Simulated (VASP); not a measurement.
# InP (F-43m) in VASP: notebook, part 3 of 3

VASP 6.6.1. Earlier steps stand in the parts before.

## Step 4: Single point, revPBE

This run uses another cell than the first one, of 26.68 Å³/atom, 1.039 times its volume.

INCAR

```
SYSTEM = InP
ALGO = Normal
EDIFF = 1E-6
ENCUT = 520
GGA = RE
ISIF = 2
ISMEAR = -1
LASPH = .True.
LCHARG = .False.
LREAL = .False.
LWAVE = .False.
NBANDS = 16
NELM = 80
PREC = Accurate
SIGMA = 0.05
```

KPOINTS

```
k-points
0
Gamma
  8 8 8
  0 0 0
```

POSCAR

```
InP
1.0
    0.0000000000      2.9879753761      2.9879753761
    2.9879753761      0.0000000000      2.9879753761
    2.9879753761      2.9879753761      0.0000000000
In P
1 1
Direct
    0.0000000000      0.0000000000      0.0000000000
    0.7500000000      0.7500000000      0.7500000000
```

Run with:

```sh
cat potpaw_PBE.64/In_d/POTCAR potpaw_PBE.64/P/POTCAR > POTCAR
mpirun -np 1 vasp_std > vasp.out
```

Wall time 25 s (1 thread of AMD EPYC 7R13 (Zen 3), shared host); peak memory 0.15 GiB.

Results (log left out):

| Item | Value |
| --- | --- |
| Free energy | -7.8395 eV |
| Pressure | 0.7 GPa |
| Band gap on the k mesh | 0.49 eV, direct |

Levels at points of the mesh, in eV from the valence-band top:
| k point | band 5 | band 6 | band 7 | band 8 | band 9 | band 10 | band 11 | band 12 | band 13 | band 14 |
| --- | --- | --- | --- | --- | --- | --- | --- | --- | --- | --- |
| (0.00, 0.00, 0.00) | -13.97 | -11.11 | 0.00 | 0.00 | 0.00 | 0.49 | 4.12 | 4.12 | 4.12 | 8.49 |
| (0.50, 0.00, 0.00) | -13.96 | -9.58 | -5.39 | -0.88 | -0.88 | 1.43 | 4.83 | 4.83 | 7.09 | 9.36 |
| (0.50, 0.50, 0.00) | -13.95 | -8.99 | -5.47 | -2.12 | -2.12 | 1.95 | 2.32 | 8.97 | 9.26 | 9.26 |

Caveat: the PAW data sets were made with another functional, which shifts forces and pressure a little; spin-orbit coupling is left out, which moves the levels of the heavy elements.

## Step 5: Single point, BLYP+D3(BJ)

This run uses another cell than the first one, of 26.68 Å³/atom, 1.039 times its volume.

INCAR

```
SYSTEM = InP
PREC     = Accurate       ! precision mode
ENCUT    = 520            ! plane-wave cutoff, eV
EDIFF    = 1E-6           ! SCF threshold, eV
ISMEAR   = -1             ! smearing method
SIGMA    = 0.05           ! smearing width, eV
LREAL    = .False.        ! projectors in reciprocal space
LASPH    = .True.         ! aspherical terms in the spheres
NELM     = 100            ! most SCF steps
ALGO     = Normal         ! electronic algorithm
ISIF     = 2              ! what is computed and relaxed
LWAVE    = .False.        ! write WAVECAR
LCHARG   = .False.        ! write CHGCAR
GGA      = B5             ! functional
ALDAX    = 1.0          
AGGAX    = 1.0          
AGGAC    = 1.0          
ALDAC    = 0.0          
IVDW     = 12             ! dispersion correction
VDW_S6   = 1.0          
VDW_S8   = 2.6996       
VDW_A1   = 0.4298       
VDW_A2   = 4.2359       
NBANDS   = 16             ! bands
```

KPOINTS

```
Automatic mesh
0
Gamma
  8 8 8
  0 0 0
```

POSCAR is that of step 4.

Potentials or basis: VASP PAW PBE potentials, release 64 (In_d, P).

Run with:

```sh
cat potpaw_PBE.64/In_d/POTCAR potpaw_PBE.64/P/POTCAR > POTCAR
mpirun -np 1 vasp_std > vasp.out
```

OUTCAR:

```text
SYSTEM = InP
   PREC = Accurate
   ENCUT = 520
   EDIFF = 1E-6
   ISMEAR = -1
   LREAL = .False.
   LASPH = .True.
   NELM = 100
   ISIF = 2
   GGA = B5
   IVDW = 12
 IVDW          = 12

 ion  position               nearest neighbor table
   1  0.000  0.000  0.000-   2 2.59   2 2.59   2 2.59   2 2.59
   2  0.750  0.750  0.750-   1 2.59   1 2.59   1 2.59   1 2.59

  LATTYP: Found a face centered cubic cell.
 ALAT       =     5.9759507522

  Lattice vectors:

 A1 = (   0.0000000000,   2.9879753761,   2.9879753761)
 A2 = (   2.9879753761,   0.0000000000,   2.9879753761)
 A3 = (   2.9879753761,   2.9879753761,   0.0000000000)

Analysis of symmetry for initial positions (statically):
=====================================================================
 Subroutine PRICEL returns:
 Original cell was already a primitive cell.

 Routine SETGRP: Setting up the symmetry group for a
 face centered cubic supercell.

 Subroutine GETGRP returns: Found 24 space group operations
 (whereof 24 operations were pure point group operations)
 out of a pool of 48 trial point group operations.

The static configuration has the point symmetry T_d .

Analysis of symmetry for dynamics (positions and initial velocities):
=====================================================================
 Subroutine PRICEL returns:
 Original cell was already a primitive cell.

 Routine SETGRP: Setting up the symmetry group for a
 face centered cubic supercell.

 Subroutine GETGRP returns: Found 24 space group operations
 (whereof 24 operations were pure point group operations)
 out of a pool of 48 trial point group operations.

The dynamic configuration has the point symmetry T_d .

 Subroutine INISYM returns: Found 24 space group operations
 (whereof 24 operations are pure point group operations),
 and found     1 'primitive' translations

----------------------------------------------------------------------------------------

[... 111 lines left out ...]
     AMIX     =   0.40;   BMIX     =  1.00
     AMIX_MAG =   1.60;   BMIX_MAG =  1.00
  volume/ion in A,a.u.               =      26.68       180.02
  Fermi-wavevector in a.u.,A,eV,Ry     =   1.139669  2.153662 17.671858  1.298845
  Thomas-Fermi vector in A             =   2.276372
   LORBIT       =      0    0 simple, 1 ext, 2 COOP (PROOUT), +10 PAW based schemes
   GGA     = B5    functional components
   LHFCALC =     F    Hartree Fock is set to
   AEXX    =    0.0000 exact exchange contribution
   IVDW    =    12    specifies the selected vdW correction
   LEPSILON=     F    determine dielectric tensor
   LRPA    =     F    only Hartree local field effects (RPA)
 non-spin polarized calculation
  energy-cutoff  :      520.00
  volume of cell :       53.35
 maximum number of plane-waves:      1459
   NGX = 15   NGY = 15   NGZ = 15

 number of electron      18.0000002 magnetization

 Free energy of the ion-electron system (eV)
  ---------------------------------------------------
  ext. energy  EPLUGINS =         0.00000000
  ---------------------------------------------------
  free energy    TOTEN  =        -7.14380883 eV

  energy without entropy =       -7.14364900  energy(sigma->0) =       -7.14372892

 E-fermi :   5.1766     XC(G=0):  -8.4730

 val. band max:        4.9937027247   @ k =   0.0000   0.0000   0.0000
 cond. band min:       5.2898292898   @ k =   0.0000   0.0000   0.0000
 fundamental gap:      0.2961265652
 Fermi energy:         5.1766136128

 k-point     1 :       0.0000    0.0000    0.0000
  band No.  band energies     occupation
      1      -9.1280      2.00000
      2      -9.1280      2.00000
      3      -9.1280      2.00000
      4      -9.0011      2.00000
      5      -9.0011      2.00000
      6      -6.1443      2.00000
[... 433 lines left out ...]
      3      -9.0721      2.00000
      4      -9.0051      2.00000
      5      -8.9905      2.00000
      6      -4.3415      2.00000
[... 8 lines left out ...]
     15      15.6601      0.00000
     16      16.1884      0.00000

 [... further k-points ...]

------------------------ aborting loop because EDIFF is reached ----------------------------------------

 Edisp (eV)   -1.33918

 E8    (eV) :    -0.9913

  FORCE on cell =-STRESS in cart. coord.  units (eV):
  Direction    XX          YY          ZZ          XY          YZ          ZX
  --------------------------------------------------------------------------------------
  -------------------------------------------------------------------------------------
  Total      -0.64234    -0.64234    -0.64234     0.00000     0.00000     0.00000
  in kB     -19.28910   -19.28910   -19.28910     0.00000     0.00000     0.00000
  external pressure =      -19.29 kB  Pullay stress =        0.00 kB

 VOLUME and BASIS-vectors are now :
 -----------------------------------------------------------------------------
  energy-cutoff  :      520.00
  volume of cell :       53.35
      direct lattice vectors                 reciprocal lattice vectors
     0.000000000  2.987975376  2.987975376    -0.167337390  0.167337390  0.167337390
     2.987975376  0.000000000  2.987975376     0.167337390 -0.167337390  0.167337390
     2.987975376  2.987975376  0.000000000     0.167337390  0.167337390 -0.167337390

 POSITION                                       TOTAL-FORCE (eV/Angst)
 -----------------------------------------------------------------------------------
      0.00000      0.00000      0.00000         0.000000      0.000000      0.000000
      4.48196      4.48196      4.48196        -0.000000     -0.000000     -0.000000
 -----------------------------------------------------------------------------------
    total drift:                                0.000000      0.000000      0.000000

  FREE ENERGIE OF THE ION-ELECTRON SYSTEM (eV)
  ---------------------------------------------------
  free  energy   TOTEN  =        -8.4829866472 eV

  energy  without entropy=       -8.4828268211  energy(sigma->0) =       -8.48290673
```

Run time: 34 s. Hardware: 1 thread of AMD EPYC 7R13 (Zen 3), shared host; peak memory 0.16 GiB.

What came out:

| Quantity | Value |
| --- | --- |
| Free energy | -8.4830 eV |
| Pressure | -1.9 GPa |
| Band gap on the k mesh | 0.30 eV, direct |
| Dispersion energy per atom | -0.670 eV |

Levels at points of the mesh, in eV from the valence-band top:
| k point | band 5 | band 6 | band 7 | band 8 | band 9 | band 10 | band 11 | band 12 | band 13 | band 14 |
| --- | --- | --- | --- | --- | --- | --- | --- | --- | --- | --- |
| (0.00, 0.00, 0.00) | -13.99 | -11.14 | 0.00 | 0.00 | 0.00 | 0.30 | 4.10 | 4.10 | 4.10 | 8.50 |
| (0.50, 0.00, 0.00) | -13.98 | -9.62 | -5.42 | -0.89 | -0.89 | 1.34 | 4.85 | 4.85 | 7.08 | 9.34 |
| (0.50, 0.50, 0.00) | -13.97 | -9.03 | -5.53 | -2.11 | -2.11 | 1.98 | 2.32 | 8.88 | 9.14 | 9.14 |

Caveat: the PAW data sets were made with another functional, which shifts forces and pressure a little; spin-orbit coupling is left out, which moves the levels of the heavy elements.

## Step 6: Summary

```csv
level,cell,gap on the mesh (eV),pressure (GPa)
BLYP+D3(BJ),"a = 4.172 Å, angles 60.0°, 2 atoms",0.51,0.3
PBE+D4,"a = 4.226 Å, angles 60.0°, 2 atoms",0.39,-2.6
revPBE,"a = 4.226 Å, angles 60.0°, 2 atoms",0.49,0.7
BLYP+D3(BJ),"a = 4.226 Å, angles 60.0°, 2 atoms",0.30,-1.9
```

Alike in all rows: task single point; potentials or basis VASP PAW PBE potentials, release 64 (In_d, P); no spin polarisation; k mesh 8 × 8 × 8; cutoff (eV) 520; smearing fermi-dirac 0.05 eV.

Caveats: spin-orbit coupling is left out, which moves the levels of the heavy elements; the PAW data sets were made with another functional, which shifts forces and pressure a little (some runs).

Absolute energies hang on the potentials; compare differences alone.

## Step 7: Comparison with measurements

Step 2. Against the measured gap of InP, 1.4236 eV (direct; 1.6 K; a printed reference work, data compilation), the calculated 0.51 eV is off by -0.91 eV. Spin-orbit coupling on In is left out. The value is that of BLYP+D3(BJ), without temperature or zero-point motion. Semilocal functionals fall short of measured gaps as a rule.

Step 3. Against the measured gap of InP, 1.4236 eV (direct; 1.6 K; a printed reference work, data compilation), the calculated 0.39 eV is off by -1.03 eV. So large a miss can be the level of theory's own, or it may mean another phase, state or a wrong row. Spin-orbit coupling on In is left out. The value is that of PBE+D4, without temperature or zero-point motion. Semilocal functionals fall short of measured gaps as a rule.

Step 4. A measured gap of InP is 1.4236 eV (direct; 1.6 K; a printed reference work, data compilation); the calculated 0.49 eV misses it by -0.93 eV. Spin-orbit coupling on In is left out. The value is that of revPBE, without temperature or zero-point motion. Semilocal functionals fall short of measured gaps as a rule.

Step 5. Measured gap of InP: 1.4236 eV (direct; 1.6 K; a printed reference work, data compilation). This calculation gives 0.30 eV (-1.13 eV). So large a miss can be the level of theory's own, or it may mean another phase, state or a wrong row. Spin-orbit coupling on In is left out. The value is that of BLYP+D3(BJ), without temperature or zero-point motion. Semilocal functionals fall short of measured gaps as a rule.
